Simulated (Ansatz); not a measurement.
# GaP (F-43m): how the settings move a single-point run

Aim: see which settings change the result for GaP (F-43m), by how much, and at what cost.

Program: Ansatz 0.2.0. Level of theory: reference: DFT PBE, scalar-relativistic, plane waves, PAW. These are calculated values, not measurements.

### Step 1. Starting point

The structure is cubic, space group F-43m (No. 216). Conventional cell: a = 5.506 Å, b = 5.506 Å, c = 5.506 Å, α = 90.00°, β = 90.00°, γ = 90.00°. Ga (site symmetry -43m) has 4 P at 2.38 Å in its first shell of neighbours. P (site symmetry -43m) is surrounded by 4 Ga at 2.38 Å.

Structure file:

```
Ga P
1.0
     0.00000    2.75308    2.75308
     2.75308    0.00000    2.75308
     2.75308    2.75308    0.00000
Ga P
1 1
Direct
  0.00000 0.00000 0.00000
  0.75000 0.75000 0.75000
```

### Step 2. Reference

File input.yaml:

```yaml
crystal:
  lattice:
    - [0.0, 2.7530800644, 2.7530800644]
    - [2.7530800644, 0.0, 2.7530800644]
    - [2.7530800644, 2.7530800644, 0.0]
  atoms:
    - { symbol: Ga, position: [0.0, 0.0, 0.0] }
    - { symbol: P, position: [0.75, 0.75, 0.75] }
basis:
  ecutwfc: 420
  ecutrho_ratio: 4
kpoints:
  mp_grid: { grid: [10, 10, 10] }
hamiltonian:
  xc: pbe
scf:
  occupations: { method: gaussian, width: 0.05 }
output:
  forces: true
  stress: true
  eigenvalues: true
```

The run is started by

```
ansatz run input.yaml --threads 4 --pin off --max-ram 7168MiB --backend cpu --events-out ev --progress --plain --runs-dir out
```

### Step 3. Changed: accuracy low

Changes to input.yaml since step 2:

```diff
@@ -20,2 +20,2 @@
   stress: true
-  eigenvalues: true
+accuracy: low
```

### Step 4. Changed: lower_state_search standard

Changes to input.yaml since step 2:

```diff
@@ -17,2 +17,3 @@
   occupations: { method: gaussian, width: 0.05 }
+  lower_state_search: standard
 output:
@@ -20,2 +21 @@
   stress: true
-  eigenvalues: true
```

### Step 5. Variant: dispersion d4, chi_scale 0.1, mixing.algorithm anderson, mixing.beta 0.05, mixing.ndim 4

Changes to input.yaml since step 2:

```diff
@@ -15,4 +15,7 @@
   xc: pbe
+  dispersion: d4
 scf:
   occupations: { method: gaussian, width: 0.05 }
+  initial_density: { chi_scale: 0.1 }
+  mixing: { algorithm: anderson, beta: 0.05, ndim: 4 }
 output:
@@ -20,2 +23 @@
   stress: true
-  eigenvalues: true
```

### Step 6. Variant: ecutwfc 44.1 Ry

Changes to input.yaml since step 2:

```diff
@@ -9,3 +9,3 @@
 basis:
-  ecutwfc: 420
+  ecutwfc: "44.1 Ry"
   ecutrho_ratio: 4
@@ -20,2 +20 @@
   stress: true
-  eigenvalues: true
```

Before running it: what results should come out? Wanted: for each run, ending; energy change; pressure; gap; force.

The runs gave:

| run | ending | energy change | pressure (GPa) | gap (eV) | force (eV/Å) | cycles | time |
| --- | --- | --- | --- | --- | --- | --- | --- |
| reference | converged | 0 | 0.0 | 1.58 | 0.00 | 6 | 0.58 s |
| 1: accuracy low | converged | 0.0 meV/atom | 0.0 | 1.58 | 0.00 | 6 | 0.55 s |
| 2: lower_state_search standard | converged | 0.0 meV/atom | 0.0 | 1.58 | 0.00 | 6 | 0.53 s |
| 3: dispersion d4, chi_scale 0.1, mixing.algorithm anderson, mixing.beta 0.05, mixing.ndim 4 | converged | -400.7 meV/atom (offset of the dispersion model) | -3.1 | 1.58 | 0.00 | 25 | 1.1 s |
| 4: ecutwfc 44.1 Ry | converged | -1.1 meV/atom | 0.0 | 1.58 | 0.00 | 6 | 0.78 s |

Residual by cycle in the longest SCF loop of each run; runs are numbered as in the table. The quantity is the density residual dr2, in eV.

| cycle | reference | run 1 | run 2 | run 3 | run 4 |
| --- | --- | --- | --- | --- | --- |
| 1 | 0.00154 | 0.00154 | 0.00154 | 0.655 | 0.00163 |
| 3 | 5.1e-5 | 5.1e-5 | 5.1e-5 | 0.0544 | 4.0e-5 |
| 5 | 3.3e-7 | 3.3e-7 | 3.3e-7 | 0.00437 | 2.8e-7 |
| 8 | - | - | - | 5.1e-4 | - |
| 10 | - | - | - | 7.1e-5 | - |
| 12 | - | - | - | 5.2e-6 | - |
| 14 | - | - | - | 2.0e-6 | - |
| 16 | - | - | - | 1.0e-6 | - |
| 18 | - | - | - | 6.3e-7 | - |
| 21 | - | - | - | 3.8e-7 | - |
| 23 | - | - | - | 1.4e-7 | - |
| 25 | - | - | - | 1.5e-8 | - |

What this shows: Of the converged runs whose energies compare with the reference's, «ecutwfc 44.1 Ry» moves the energy most (-1.1 meV/atom).

The gaps are Kohn-Sham values of a semilocal functional, not quasiparticle or optical gaps. Such gaps usually fall short of the measured ones.
